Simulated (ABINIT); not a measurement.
# PbSe (Clausthalite) in ABINIT: convergence with nband

Crystal: PbSe (Clausthalite).

```xyz
2
Lattice="0.0000 3.0606 3.0606 3.0606 0.0000 3.0606 3.0606 3.0606 0.0000" Properties=species:S:1:pos:R:3 pbc="T T T"
Pb   -0.0115   -0.0087   -0.0166
Se    3.0383    3.0478    3.0701
```

The cell isn't the ideal one: atoms moved at random, drawn with an rms of 0.05 Å.

```yaml
Program: ABINIT 10.8.3 (patched build)
Task: single point
Functional: LDA
Potentials_or_basis: PseudoDojo NC SR LDA v0.4.1 standard
Cutoff: 1170 eV
k_mesh: 4 × 4 × 4
Occupations: cold (ABINIT), width 0.05 eV
Spin: no spin polarisation
```

These are the settings of the first run; the series varies nband, with any setting tied to it.

Hardware: 1 thread of Arm Neoverse V1, on a shared host.

```tsv
nband	energy less the tightest run (meV/atom)	SCF cycles	CPU time (s)	peak memory (GiB)
16	0.00	13	120	0.12
17	0.00	12	120	0.12
18	0.00	12	130	0.12
19	0.00	12	140	0.12
20	0.00	11	140	0.13
23	0.00	11	160	0.14
29	0.00	11	200	0.15
```

Against the tightest run, the energy stays within 1 meV/atom from 16 on. The tightest run that finished is the yardstick and may itself not be fully converged.

Caveat, for the tightest run too: the k mesh is coarse (spacing up to 0.44 Å⁻¹), so the values aren't converged.
